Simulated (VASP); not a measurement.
# VASP 6.6.1 run: SiC

INCAR

```
ISMEAR = -1
GGA = PS
ENCUT = 520
SIGMA = 0.2
NELM = 90
LWAVE = .FALSE.
PREC = Accurate
LREAL = .FALSE.
ISIF = 2
LCHARG = .FALSE.
NSW = 0
NBANDS = 11
IBRION = -1
EDIFF = 1E-7
LASPH = .TRUE.
```

KPOINTS

```
KPOINTS created by Atomic Simulation Environment
0
Gamma
10 10 10
0 0 0
```

POSCAR

```
Si C
 1.0000000000000000
     0.0000000000000000    2.1127107805000001    2.1127107805000001
     2.1127107805000001    0.0000000000000000    2.1127107805000001
     2.1127107805000001    2.1127107805000001    0.0000000000000000
 Si  C
   1   1
Cartesian
  0.0000000000000000  0.0000000000000000  0.0000000000000000
  1.0563553902500000  1.0563553902500000  1.0563553902500000
```

The recommended PBE PAW datasets give the neutral cell 8 valence electrons.

Command

```
mpirun -np 1 vasp_std
```

**Question.** Predict the outcome of this run.

**Answer.** It converged. Results: gap between bands v and c on the k mesh 1.15 eV; least direct gap on the k mesh 4.53 eV; pressure 24.7 GPa. Band v is the last that the valence electrons fill when counted band by band, and c is the next.

OSZICAR

```
N       E                     dE             d eps       ncg     rms          rms(c)
DAV:   1     0.337543862586E+01    0.33754E+01   -0.40767E+03  1082   0.621E+02
DAV:   2    -0.172241405161E+02   -0.20600E+02   -0.19562E+02  1308   0.112E+02
DAV:   3    -0.178557764590E+02   -0.63164E+00   -0.63054E+00  1284   0.163E+01
DAV:   4    -0.178578315863E+02   -0.20551E-02   -0.20550E-02  1174   0.121E+00
DAV:   5    -0.178578391958E+02   -0.76095E-05   -0.76110E-05  1273   0.672E-02    0.980E+00
DAV:   6    -0.158946324333E+02    0.19632E+01   -0.62698E+00  1145   0.116E+01    0.448E+00
DAV:   7    -0.157976620801E+02    0.96970E-01   -0.49595E-01  1225   0.392E+00    0.194E+00
DAV:   8    -0.157829449130E+02    0.14717E-01   -0.22741E-02  1169   0.966E-01    0.169E-01
DAV:   9    -0.157827405194E+02    0.20439E-03   -0.15785E-03  1275   0.218E-01    0.115E-01
DAV:  10    -0.157827761464E+02   -0.35627E-04   -0.97803E-05  1172   0.645E-02    0.264E-02
DAV:  11    -0.157827765616E+02   -0.41529E-06   -0.56955E-06  1238   0.151E-02    0.524E-03
DAV:  12    -0.157827768130E+02   -0.25134E-06   -0.42026E-07  1196   0.392E-03    0.622E-04
DAV:  13    -0.157827768293E+02   -0.16332E-07   -0.10293E-08   703   0.679E-04
   1 F= -.15782777E+02 E0= -.15781538E+02  d E =-.247858E-02
```

For comparison, a separate PBE run of the intended cell, on usual settings and not on those above, gives a gap of 1.26 eV on its mesh and a pressure of 28.1 GPa.
